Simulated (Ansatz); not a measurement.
**7 guesses for ZnO and where they end**

The calculation used DFT PBE, scalar-relativistic, plane waves, PAW in Ansatz. All cells share a 420 eV cutoff and Γ-centred k meshes spaced at most about 0.3 Å⁻¹ (about 0.25 or finer for metals, 2π included). No spin polarisation in the final relaxations.

Each guess was relaxed in cell and atoms at zero pressure, within the symmetry of its start. These are static total energies at zero pressure. Coordination counts O atoms around Zn (those within 1.25 times the shortest such distance or 1.15 times the sum of covalent radii).

```tsv
guess	made from	start group	V start (Å³/atom)	end group	V end (Å³/atom)	coordination at the end	gap on mesh (eV)	E over the lowest end (meV/atom)
1	random cell	P4/nmm	13.8	P4/nmm	13.1	Zn 4	1.07	327
2	a measured cell (COD)	P6_3mc	11.9	P6_3mc (wurtzite)	12.3	Zn 4	0.74	0
3	a Materials Project cell	P4_2/mnm	12.4	P4_2/mnm	12.9	Zn 4	0.76	23
4	random cell	P6/mmm	12.1	P6/mmm	36.5	Zn 2	1.80	695
5	random cell	I4/mmm	13.4	P4/mmm	38.4	Zn 2	1.85	695
6	random cell	Pm-3m	13.3	?	?	?	?	?
7	a Materials Project cell	P6_3/mmc	16.7	P6_3/mmc	17.8	Zn 3	0.92	218
```

Guess 6 as it starts:

```
Zn O
1.0
     4.30086    0.00000    0.00000
     0.00000    4.30086    0.00000
     0.00000    0.00000    4.30086
Zn O
3 3
Direct
  0.50000 0.00000 0.00000
  0.00000 0.50000 0.00000
  0.00000 0.00000 0.50000
  0.00000 0.50000 0.50000
  0.50000 0.00000 0.50000
  0.50000 0.50000 0.00000
```

Task: Fill in the missing row: what does this guess relax into, and where does it rank?

Result: It ends in space group Pm-3m (No. 221), with a = 4.107 Å, 11.5 Å³/atom and no gap; its coordination is Zn 4. It lies 0.80 eV/atom over the lowest end, above guess 5 and so the highest of the set. Counting O atoms around Zn, this end and the lowest (guess 2) both have Zn 4.

```xyz
6
Lattice="4.1066 0.0000 0.0000 0.0000 4.1066 0.0000 0.0000 0.0000 4.1066" Properties=species:S:1:pos:R:3 pbc="T T T"
Zn    2.0533    0.0000    0.0000
Zn    0.0000    2.0533    0.0000
Zn    0.0000    0.0000    2.0533
O     0.0000    2.0533    2.0533
O     2.0533    0.0000    2.0533
O     2.0533    2.0533    0.0000
```

The zero of energy is the elements' standard structures at the same level (O₂ as a molecule); no fitted shifts are applied.

Task: Is the lowest end bound against the elements?

Result: Yes: its formation energy is −1.424 eV/atom. Whether it is stable depends on the other phases of the system, which aren't compared here.

The k mesh leaves some 4 meV/atom of noise in the energy of each metallic cell. No dispersion correction is applied, so the spacing and binding between layers, chains or molecules are poorly described (P6_3/mmc, P4/nmm, P6/mmm, P4/mmm), and this can change margins and order among such cells. Kohn–Sham gaps at this level usually fall short of measured ones. A magnetic state wasn't ruled out in cells without spin, among them P4/nmm. With atoms moved at random, P6_3mc came back. Other cells relaxed within their symmetry can be saddle points. Some candidate types were left out of the draw beforehand, so a known form may be missing.

Wurtzite comes out lowest, as expected for ZnO, but the number of neighbours alone doesn't order the set. Energy rises from the wurtzite and P4_2/mnm ends through threefold to twofold Zn, yet P4/nmm and Pm-3m break that order despite their fourfold Zn. The Pm-3m end is the NbO type, with both Zn and O in square-planar surroundings. In NbO itself, metal–metal bonding through partly filled d shells supports this arrangement; Zn²⁺ has a full 3d shell and can't gain in that way. Tetrahedra suit its empty 4s and 4p orbitals and keep the oxide ions further apart, which probably explains why the densest end is also the highest.

The formation energy of −1.424 eV/atom has the right sign but is clearly weaker than the measured value, probably in large part because PBE overbinds the O₂ reference. Since neither zinc blende nor rock salt appears among the ends, the ranking tests neither wurtzite's closest known competitor nor the known transition under pressure.
